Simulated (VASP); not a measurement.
Wanted: the native input for a VASP 6.6.1 run.

* Task: single point
* Functional: PBEsol
* Potentials or basis: VASP PAW PBE potentials, release 64 (Bi_d)
* Cutoff: 900 eV
* k mesh: 12 × 12 × 12
* Occupations: gaussian, width 0.1 eV
* Spin: no spin polarisation
* Further INCAR settings: ALGO = Fast; EDIFF = 1e-06; NBANDS = 22

The structure of Bi lies in POSCAR:

```
Bi
1.0
    2.2625300000      1.3062700000      3.8802500000
   -2.2625300000      1.3062700000      3.8802500000
    0.0000000000     -2.6125400000      3.8802500000
Bi
2
Direct
    0.2368300000      0.2368300000      0.2368300000
    0.7631700000      0.7631700000      0.7631700000
```

These files were run (other wordings do the same):

INCAR

```
SYSTEM = Bi
ALGO     = Fast           ! electronic algorithm
EDIFF    = 1E-6           ! SCF threshold, eV
ENCUT    = 900            ! plane-wave cutoff, eV
GGA      = PS             ! functional
ISIF     = 2              ! what is computed and relaxed
ISMEAR   = 0              ! smearing method
LASPH    = .True.         ! aspherical terms in the spheres
LCHARG   = .False.        ! write CHGCAR
LREAL    = .False.        ! projectors in reciprocal space
LWAVE    = .False.        ! write WAVECAR
NBANDS   = 22             ! bands
NELM     = 100            ! most SCF steps
PREC     = Accurate       ! precision mode
SIGMA    = 0.1            ! smearing width, eV
```

KPOINTS

```
k-points
0
Gamma
  12 12 12
  0 0 0
```

Potentials or basis: VASP PAW PBE potentials, release 64 (Bi_d).

Run with:

```sh
$ cat potpaw_PBE.64/Bi_d/POTCAR > POTCAR
$ mpirun -np 1 vasp_std > vasp.out
```

It gave:

The pressure is 0.0 GPa and the band gap on the k mesh is none (metal or under the smearing width).

Caveat: the PAW data sets were made with another functional, which shifts forces and pressure a little; spin-orbit coupling is left out, which moves the levels of the heavy elements.

Run time: 5.3 min on 1 thread of Intel(R) Xeon(R) 6975P-C (Granite Rapids), with other jobs on the host, peak memory 0.68 GiB.
